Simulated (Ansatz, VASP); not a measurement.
One calculation of LiF, two programs

The input INCAR:

```
PREC     = Accurate       # precision mode
ENCUT    = 520            # plane-wave cutoff, eV
EDIFF    = 1E-7           # SCF threshold, eV
ISMEAR   = 0              # smearing method
SIGMA    = 0.01           # smearing width, eV
LREAL    = False          # projectors in reciprocal space
LASPH    = True           # aspherical terms in the spheres
NELM     = 100            # most SCF steps
ALGO     = Fast           # electronic algorithm
ISIF     = 2              # what is computed and relaxed
LWAVE    = False          # write WAVECAR
LCHARG   = False          # write CHGCAR
GGA      = CA             # functional
NBANDS   = 18             # bands
```

File KPOINTS:

```
Automatic mesh
0
Gamma
  12 12 6
```

The input POSCAR:

```
LiF
1.0
    3.0810126371      0.0000000000      0.0000000000
   -1.5405063186      2.6682352131      0.0000000000
    0.0000000000      0.0000000000      4.7853429675
Li F
2 2
Direct
    0.3333333333      0.6666666667     -0.0074305300
    0.6666666667      0.3333333333      0.4925694700
    0.3333333333      0.6666666667      0.3824305300
    0.6666666667      0.3333333333      0.8824305300
```

Input for Ansatz:

```yaml
crystal:
  lattice:
    - [3.0810126371, 0.0, 0.0]
    - [-1.5405063186, 2.6682352131, 0.0]
    - [0.0, 0.0, 4.7853429675]
  atoms:
    - { symbol: Li, position: [0.3333333333, 0.6666666667, -0.00743053] }
    - { symbol: Li, position: [0.6666666667, 0.3333333333, 0.49256947] }
    - { symbol: F, position: [0.3333333333, 0.6666666667, 0.38243053] }
    - { symbol: F, position: [0.6666666667, 0.3333333333, 0.88243053] }
kpoints:
  mp_grid: { grid: [12, 12, 6] }
hamiltonian:
  xc: lda
scf:
  occupations: { method: fixed }
output:
  optics: { e_range: [0, 26], de: 0.05, sigma: 0.1 }
```

Alike in both runs: task single point; functional LDA; k mesh 12 × 12 × 6; no spin polarisation.

|  | VASP | Ansatz |
| --- | --- | --- |
| version | VASP 6.6.1 | Ansatz 0.2.0 |
| potentials or method | VASP PAW LDA potentials, release 64 (Li_sv, F) | plane waves, PAW |
| plane-wave cutoff (eV) | 520 | 420 |
| occupations | gaussian, width 0.01 eV | fixed |
| valence electrons in the cell | 20 | 20 |

|  | VASP | Ansatz | Ansatz less VASP |
| --- | --- | --- | --- |
| gap on the k mesh at the Fermi level (eV) | 7.52 | 7.53 | +0.016 |

 A k mesh can miss the band edges. As with any semilocal functional, this LDA gap is likely too small.
